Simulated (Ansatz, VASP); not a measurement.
## Cu in VASP and in Ansatz

```
Cu
1.0
     0.00000    1.80750    1.80750
     1.80750    0.00000    1.80750
     1.80750    1.80750    0.00000
Cu
1
Direct
  0.00000 0.00000 0.00000
```

Alike in both runs: task single point; functional PBE; k mesh 15 × 15 × 15; occupations fermi-dirac, width 0.1 eV; no spin polarisation.

```csv
,VASP,Ansatz
version,VASP 6.6.1,Ansatz 0.2.0
potentials or method,"VASP PAW PBE potentials, release 64 (Cu)","PAW, plane waves, scalar-relativistic"
plane-wave cutoff (eV),520,420
valence electrons in the cell,11,19
```

|  | VASP | Ansatz | Ansatz less VASP |
| --- | --- | --- | --- |
| pressure (GPa) | 2.2 | 1.7 | -0.54 |

The two sets of potentials don't hold the same shells in valence.
